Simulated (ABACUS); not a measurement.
# Ge: equation of state with PBE

The system is Ge.

```xyz
2
Lattice="0.0000 2.8289 2.8289 2.8289 0.0000 2.8289 2.8289 2.8289 0.0000" Properties=species:S:1:pos:R:3 pbc="T T T"
Ge    4.2434    4.2434    4.2434
Ge    2.8289    2.8289    2.8289
```

```
Program             : ABACUS 3.10.1
Task                : equation of state
Functional          : PBE
Potentials or basis : PseudoDojo NC SR 0.5 PBE standard
Cutoff              : 1361 eV
Density cutoff      : 5442 eV
Basis               : TZDP LCAO (the cutoffs set its grid)
k mesh              : 7 × 7 × 7
Occupations         : fermi-dirac, width 0.05 eV
Spin                : no spin polarisation
```

```
Equilibrium volume : 24.18 Å³/atom (rough: see the caveat)
Bulk modulus       : 53 GPa (rough)
```

Energy against volume, from the lowest point:
```csv
volume (Å³/atom),energy (meV/atom)
21.281,76.70
22.186,32.91
23.092,8.79
23.997,0.00
```

All runs of the series together: 16 s on 4 threads of AMD EPYC 9R45 (Zen 5), with other jobs on the host.

Caveat: the atomic orbitals were generated for these runs and aren't a published set; the minimum lies outside the volumes run; the basis of atomic orbitals isn't converged, which shifts pressures, moduli and gaps.
